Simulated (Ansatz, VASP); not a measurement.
# One calculation of Si, two programs

```
CELL_PARAMETERS angstrom
0.00000 2.70049 2.70049
2.70049 0.00000 2.70049
2.70049 2.70049 0.00000
ATOMIC_POSITIONS crystal
Si 0.75000 0.75000 0.75000
Si 0.50000 0.50000 0.50000
```

Alike in both runs: functional LDA; k mesh 11 × 11 × 11; occupations methfessel-paxton of order 1, width 0.01 eV; no spin polarisation.

Ansatz relaxed the structure, and its values are those at the end. VASP's run is a single point on that final structure, the one shown.

```csv
,VASP,Ansatz
version,VASP 6.6.1,Ansatz 0.2.0
potentials or method,"VASP PAW LDA potentials, release 64 (Si), cutoff 520 eV","all-electron LAPW, scalar-relativistic"
```

```tsv
	VASP	Ansatz	Ansatz less VASP
pressure (GPa)	0.1	0.0	-0.10
```

Ansatz ran all-electron here, so the differences hold the error of VASP's frozen core and of both bases.
